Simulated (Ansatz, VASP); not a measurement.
## One calculation of HgTe, two programs

```xyz
2
Lattice="-3.0456 3.0456 1.5594 3.0456 -3.0456 1.5594 3.0456 3.0456 -1.5594" Properties=species:S:1:pos:R:3 pbc="T T T"
Hg    0.0000    3.0456    0.7797
Te    0.0000    0.0000    0.0000
```

Alike in both runs: functional LDA; k mesh 10 × 10 × 10; occupations fermi-dirac, width 0.05 eV; no spin polarisation.

```csv
,VASP,Ansatz
version,VASP 6.6.1,Ansatz 0.2.0
potentials or method,"VASP PAW LDA potentials, release 64 (Hg, Te), cutoff 520 eV","all-electron LAPW, scalar-relativistic"
task,single point,band structure
```

VASP gave:

| Item | Value |
| --- | --- |
| gap on the k mesh at the Fermi level (eV) | none |
| pressure (GPa) | -4.7 |
| largest component of the traceless stress (GPa) | 2.69 |

Q: Which values does Ansatz return?

A: gap on the k mesh at the Fermi level (eV): none; pressure (GPa): -4.9; largest component of the traceless stress (GPa): 2.64.

A gap of «none» marks a metal or a gap that the smearing closes. Ansatz ran all-electron here, so the differences hold the error of VASP's frozen core and of both bases.

Caveats: spin-orbit coupling is left out, which moves the levels of the heavy elements (Ansatz). The runs have no spin-orbit coupling, so splittings on Hg, Te are missing.
